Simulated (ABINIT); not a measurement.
The system is GaN.

```
Ga N
1.0
     0.00000    2.25350    2.25350
     2.25350    0.00000    2.25350
     2.25350    2.25350    0.00000
Ga N
1 1
Cartesian
  0.0000 0.0000 0.0000
  1.1268 1.1268 1.1268
```

The cell is a database's computed one.

Base run:

| Item | Value |
| --- | --- |
| Program | ABINIT 10.8.3 (patched build) |
| Functional | LDA |
| Potentials or basis | JTH PAW LDA v2.0 |
| Cutoff | 544 eV |
| k mesh | 8 × 8 × 8 |
| Occupations | fermi-dirac, width 0.05 eV |
| Spin | no spin polarisation |

Its results: band gap on the k mesh 1.72 eV, direct.

**Question.** The run is repeated on the same cell with these changes: potentials or basis from JTH PAW LDA v2.0 to PseudoDojo NC SR LDA v0.4.1 standard; cutoff from 544 eV to 1143 eV. What comes out?

**Answer.** Band gap on the k mesh 1.77 eV, direct.

A k mesh can miss the band edges.

Not every run made on this cell is shown here.
